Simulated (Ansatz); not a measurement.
What does this script print? It uses Ansatz 0.2.0, Python API.

Script `run_transition.py`:
```python
"""Enthalpies of two structures of Ag under pressure."""

import csv
import warnings

import ansatz as az
import numpy as np

FUNCTIONAL = "pbe"
CUTOFF_EV = 520
K_SPACING = 0.15
FILLING = "fermi_dirac"
SIGMA = 0.1


def sc(first, a):
    return (
        az.Lattice.cubic(a)
        .space_group(221)
        .atom(first, (0, 0, 0))
    )


def fcc(first, a):
    return (
        az.Lattice.fcc(a)
        .space_group(225)
        .atom(first, (0, 0, 0))
        .primitive()
    )


def run_phase(name, crystal, pressure=0.0):
    calc = (
        crystal.calculation()
        .functional(FUNCTIONAL)
        .basis(CUTOFF_EV)  # cutoff of the orbital basis
        .kpoints(spacing=K_SPACING)  # the mesh must be finer for metals
        .occupations(FILLING, width=SIGMA)
    )
    calc = calc.relax(force_tolerance=0.03, cell=True, pressure=pressure)
    return calc.run(threads=1, pin="off")


def volume_per_atom(outcome):
    return abs(np.linalg.det(outcome.lattice.cell_ang)) / len(outcome.lattice.sites)


def main() -> None:
    warnings.simplefilter("ignore", az.DeckWarning)

    phases = {}
    phases["sc"] = sc("Ag", 2.66)
    phases["fcc"] = fcc("Ag", 4.09)

    # enthalpy per atom at each pressure
    pressures = [0, 10, 20, 30]
    enthalpy, volume = {name: [] for name in phases}, {name: [] for name in phases}
    for p in pressures:
        for name, crystal in phases.items():
            o = run_phase(name, crystal, pressure=p)
            volume[name].append(volume_per_atom(o))
            enthalpy[name].append(o.report["energy_sigma0_ev"] / len(o.lattice.sites) + p * volume[name][-1] / 160.21766)
    gap = np.array(enthalpy["fcc"]) - np.array(enthalpy["sc"])
    rows = [(p, va, vb, 1000 * d) for p, va, vb, d in zip(pressures, volume["sc"], volume["fcc"], gap)]
    with open("transition.csv", "w", newline="") as handle:
        writer = csv.writer(handle)
        writer.writerow(["P (GPa)", "V sc (A^3/atom)", "V fcc (A^3/atom)", "H(fcc) - H(sc) (meV/atom)"])
        writer.writerows([round(v, 4) if isinstance(v, float) else v for v in row] for row in rows)
    print(open("transition.csv").read())
    crossings = [p0 - g0 * (p1 - p0) / (g1 - g0) for p0, p1, g0, g1 in zip(pressures, pressures[1:], gap, gap[1:]) if g0 * g1 < 0]
    print("crossing near", [round(float(p), 1) for p in crossings], "GPa") if crossings else print("no crossing in this range")


if __name__ == "__main__":
    main()
```

```console
$ python run_transition.py
P (GPa),V sc (A^3/atom),V fcc (A^3/atom),H(fcc) - H(sc) (meV/atom)
0,20.8017,17.8368,-334.3738
10,18.6594,16.3844,-494.4219
20,17.3963,15.4448,-625.1002
30,16.5077,14.7542,-739.8571

no crossing in this range
```

What to keep in mind:
- Absolute energies stand on the zero of these potentials, so only differences at equal settings mean something.
- At a fixed pressure a relaxation lowers the enthalpy F + PV, while F alone can rise.
- Only these two structures are compared, at zero temperature and with their symmetry kept; either may be hypothetical, and another phase may be lower than both. Differences under 10 to 15 meV an atom lie within the error of mesh and functional.
- The cells are prototypes set up for this calculation and needn't exist.
- Timing: 2.1 min on 1 thread of Arm Neoverse V1, on a shared host, peak memory 0.44 GiB.
